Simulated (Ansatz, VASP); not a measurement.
# C in VASP and in Ansatz

```
CELL_PARAMETERS angstrom
2.29368 0.00000 0.00000
-1.14684 1.98639 0.00000
0.00000 0.00000 4.22420
ATOMIC_POSITIONS crystal
C 0.00000 0.00000 0.25000
C 0.00000 0.00000 0.75000
C 0.33333 0.66667 0.25000
C 0.66667 0.33333 0.75000
```

Change from the starting cell: volume scaled by 0.43, LAPW.

Alike in both runs: task single point; functional PBE; k mesh 15 × 15 × 5; occupations fermi-dirac, width 0.1 eV; no spin polarisation.

|  | VASP | Ansatz |
| --- | --- | --- |
| version | VASP 6.6.1 | Ansatz 0.2.0 |
| potentials or method | VASP PAW PBE potentials, release 64 (C), cutoff 520 eV | all-electron LAPW, scalar-relativistic |

|  | VASP | Ansatz | Ansatz less VASP |
| --- | --- | --- | --- |
| pressure (GPa) | 188.4 | 187.4 | -1.05 |
| largest component of the traceless stress (GPa) | 1.50 | 0.44 | -1.056 |

Ansatz ran all-electron here, so the differences hold the error of VASP's frozen core and of both bases.

Caveats: the cell as given lies far from equilibrium; so large a pressure means that the cell lies far from this level's equilibrium, or that cutoff or potentials fall short (VASP).
